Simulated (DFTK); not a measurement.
## CsPbCl3 under changes of volume

One of the cells (35.217 Å³/atom); the others are scaled copies at fixed shape and fractional positions:

```xyz
5
Lattice="5.6050 0.0000 0.0000 0.0000 5.6050 0.0000 0.0000 0.0000 5.6050" Properties=species:S:1:pos:R:3 pbc="T T T"
Pb    2.8025    2.8025    2.8025
Cs    0.0000    0.0000    0.0000
Cl    2.8025    0.0000    2.8025
Cl    0.0000    2.8025    2.8025
Cl    2.8025    2.8025    0.0000
```

| Property | Result |
| --- | --- |
| Program | DFTK 0.8.2 |
| Functional | RPBE |
| Potentials or basis | SPMS 1.0 (PBE) |
| Cutoff | 816 eV |
| k mesh | 3 × 3 × 3 |
| Occupations | fermi-dirac, width 0.05 eV |
| Spin | no spin polarisation |

```csv
volume (Å³/atom),energy over the lowest point (meV/atom),pressure (GPa),gap on the mesh (eV)
33.104,83.57,5.3,4.36
33.809,62.22,4.5,4.38
34.513,44.23,3.7,4.39
35.217,?,?,?
35.922,17.12,2.5,4.40
36.626,7.43,1.9,4.40
37.330,0.00,1.4,4.40
```

What does the run at 35.217 Å³/atom give?

Energy over the lowest point 29.30 meV/atom; pressure 3.1 GPa; gap on the mesh 4.39 eV.

Worked out: A Birch-Murnaghan fit of order 3 (a polynomial in V^(-2/3)) to the other rows has no minimum within the range. It gives 29.31 meV/atom at 35.217 Å³/atom, against the run's 29.30, and -dE/dV = 3.1 GPa, against 3.1. A parabola through the other rows of the gap, of slope 0.29 eV per unit of ln V (its deformation potential) there, gives 4.40 eV, against the run's 4.39.

Energies are extrapolated to zero smearing.

Caveats: the minimum lies outside the volumes run; the potentials were made for another functional, which shifts forces and pressure; spin-orbit coupling is left out, which as a rule narrows the gap of such compounds by several tenths of an eV; an odd mesh through Γ misses points on the zone boundary, where band edges often lie.
